Platinum: following one band through the Fermi energy

Energy levels of non-magnetic fcc platinum relative to the Fermi energy, computed with the program exciting sodium (PBEsol, all-electron LAPW+lo, spin-orbit coupling, 9×9×9 k mesh, Fermi-Dirac smearing of 0.05 eV). The k points are given in fractions of the reciprocal vectors of the primitive cell; their third coordinate is 0.

```
point a (reciprocal cell vector)  point b (reciprocal cell vector)  level point (row)  level under 4 (eV)  level under 3 (eV)  level under 2 (eV)  level under 1 (eV)  level over 1 (eV)  level over 2 (eV)
                          0.0000                            0.0000                  1              -1.493              -1.493              -1.493              -1.493             14.568             14.568
                          0.3333                            0.0000                  2              -1.035              -1.035              -0.471              -0.471             10.316             10.316
                          0.4444                            0.0000                  3              -1.151              -1.151              -0.303              -0.303              0.249              0.249
                          0.2222                            0.2222                  4              -2.222              -2.222              -0.868              -0.868             17.253             17.253
                          0.7778                            0.2222                  5              -2.651              -2.651              -1.947              -1.947              1.117              1.117
                          0.3333                            0.3333                  6              -1.017              -1.017              -0.125              -0.125             13.410             13.410
                          0.6667                            0.3333                  7              -1.938              -1.938              -0.557              -0.557              4.331              4.331
```

1. Why does every energy appear twice, and one of them four times?

Platinum is non-magnetic, as the calculation assumes, and its crystal looks the same after inversion through an atom. Together with time-reversal symmetry, this gives every level a partner of the same energy and opposite spin, even with spin-orbit coupling. The six energy columns therefore describe three pairs at each point. At the zone centre (point 1) the high cubic symmetry also lets two pairs coincide, at −1.493 eV. In ferromagnetic nickel the magnetisation would break the time-reversal symmetry, and the pairs would split.

2. Does the first empty level really fall by 10 eV between points 2 and 3?

The column "level over 1" falls from 10.316 to 0.249 eV, but no band does. The columns count outwards from the Fermi energy, the zero of the table, so a heading passes to another band whenever a band crosses that energy. At point 2 the sixth pair of the d and s bands is the highest filled one, at −0.471 eV. At point 3 the same pair has risen to 0.249 eV and is now the lowest empty one.

This numbering rests on following the bands continuously and on counting electrons. Ten valence electrons fill five pairs on average over the zone. Six are filled at points 1, 2, 4 and 6, and five at points 3, 5 and 7. Other parts of the zone must then hold fewer than five, so the fifth pair also crosses the Fermi energy somewhere. Platinum is a metal because the number of filled bands changes from place to place.

3. Does the sixth pair stay filled further towards X or towards K?

Points 2 and 3 lie on the line from the zone centre to L, points 4 and 6 on the line to X, and points 5 and 7 on the line to K. All zone centres are equivalent, and k is the distance from the nearest one, here in units of 2π/a, where a is the edge of the cubic cell. Towards X the pair is still filled at k = 0.667, while towards K it is already empty at k = 0.629. The filled region therefore reaches further towards X than towards K, and its surface, a sheet of the Fermi surface, is not a sphere. Towards L the pair empties somewhere between k = 0.577 and k = 0.770, so the table does not settle whether the region reaches further towards L or towards X.

4. How firmly is the level at point 6 filled?

It lies only 0.125 eV under the Fermi energy, closer than any other level in the table. The smearing that steadies the calculation spreads the edge between filled and empty states over a width of 0.05 eV, which leaves this level about 92% filled. Twice the width would lower that to about 78%, and half would raise it to 99%, if the level stayed in place. In a new run the Fermi energy would also shift a little. The conclusion about direction in question 3 holds as long as that shift stays well below 0.1 eV.

5. Why does the sixth pair climb so much faster towards K?

A band is steep when its electrons pass easily from atom to atom. The d orbitals are compact and overlap weakly, so their bands are rather flat. The s and p orbitals reach far out, and their bands come close to those of free electrons. A free electron thus sets a natural scale for the slope:

E = (ħ²/2m) k²

Here E is the kinetic energy, m the electron mass and ħ the reduced Planck constant. The volume of 15.08 Å³ per atom, with four atoms in the cube, gives a = 3.92 Å. One unit of k² is then worth 3.81 × (2π/3.92)² ≈ 9.8 eV. From point 5 to point 7, towards K, a free electron would gain

9.8 eV × (0.943² − 0.629²) ≈ 4.8 eV

The calculated band gains 3.21 eV, or 67% of this. Towards L and X it gains only 28% and 31% of the free-electron rise between the points compared. As a prediction of energies the formula fails, most badly towards L, but as a yardstick it separates a steep stretch from two flat ones. The likely reading is that the sixth pair has a large s and p share towards K and keeps more d character on the other two stretches. That reading comes from the slopes, not from an analysis of the orbitals. The formula has no adjustable constant, and the comparison for all three lines is in the printed output below.

6. What keeps the fifth and sixth pairs apart towards L?

Between points 2 and 3 both pairs rise by about 0.7 eV, and they stay 0.55 to 0.56 eV apart. The line to L is a threefold axis of the crystal. Without spin-orbit coupling, such an axis allows two d bands to keep the same energy all along it. The two pairs meet at the zone centre and then run side by side, as expected of such a doublet once spin-orbit coupling has split it.

This is an argument from symmetry; a run without the coupling would test it. Palladium, the lighter neighbour in the same group, has weaker spin-orbit coupling and should show a narrower separation. Towards X the same argument does not apply, because there the crystal alone can split the two bands.

7. What would one more electron do?

Gold, the next element, has the same crystal structure and one more valence electron per atom. Part of that added charge fills the places left empty in the d bands, and the rest goes into the band of s and p character. The extra proton in the nucleus also lowers the compact d levels, so that even the top of the d bands lies well below the Fermi energy. The band that crosses the Fermi energy is then the steep one of s and p character. Platinum keeps flat d bands at the Fermi energy, and flat bands pack many states into a small range of energy. This is why platinum has far more electronic states there than gold, a difference that shows in its larger electronic heat capacity.

8. Which digits can be trusted?

The equality of the pairs is exact, because symmetry demands it. Energy differences within the table do not depend on where the Fermi energy lies, so they are safer than the distance of a level from zero. For that distance the third decimal should not be used, and the second is untested, since both can change with the mesh of k points and the smearing. The levels more than 10 eV up also depend more strongly on the basis functions, and are best read as "far above". None of these values is a measured excitation energy: they are levels of a density functional, most useful for the order and shape of the bands.

The analysis program printed:

```
Bands followed by continuity:
     row  k (2pi/a)  way to L X or K (%)  fifth pair (eV)  sixth pair (eV)  sixth less fifth (eV)  sixth filled (%)  first over less first under (eV)
     0.0          0                    0           -1.493           -1.493                      0               100                             16.06
  0.3333     0.5773                66.66           -1.035           -0.471                  0.564             99.99                             10.79
  0.4444     0.7697                88.88           -0.303            0.249                  0.552            0.6827                             0.552
  0.2222     0.4444                44.44           -2.222           -0.868                  1.354               100                             18.12
  0.7778     0.6285                59.25           -1.947            1.117                  3.064         1.985e-08                             3.064
  0.3333     0.6666                66.66           -1.017           -0.125                  0.892             92.41                             13.54
  0.6667     0.9427                88.88           -0.557            4.331                  4.888         2.407e-36                             4.888
Change of the first level over the Fermi energy, point 2 to 3 (eV): -10.07
Rise of the sixth pair towards L, point 2 to 3 (eV): 0.72
Rise of the fifth pair towards L, point 2 to 3 (eV): 0.732
Rise of the sixth pair towards X, point 4 to 6 (eV): 0.743
Rise of the sixth pair towards K, point 5 to 7 (eV): 3.214
Rise of the fifth pair towards K, point 5 to 7 (eV): 1.39
Free-electron rise towards L, same points (eV): 2.535
Free-electron rise towards X, same points (eV): 2.414
Free-electron rise towards K, same points (eV): 4.828
Sixth pair against free electron towards L (%): 28.4
Sixth pair against free electron towards X (%): 30.78
Sixth pair against free electron towards K (%): 66.57
Straight-line crossing of the Fermi energy, share of the way to L (%): 81.2
Filling of the sixth pair at point 6 with half the smearing, level held fixed (%): 99.33
Filling of the sixth pair at point 6 with twice the smearing, level held fixed (%): 77.73
```
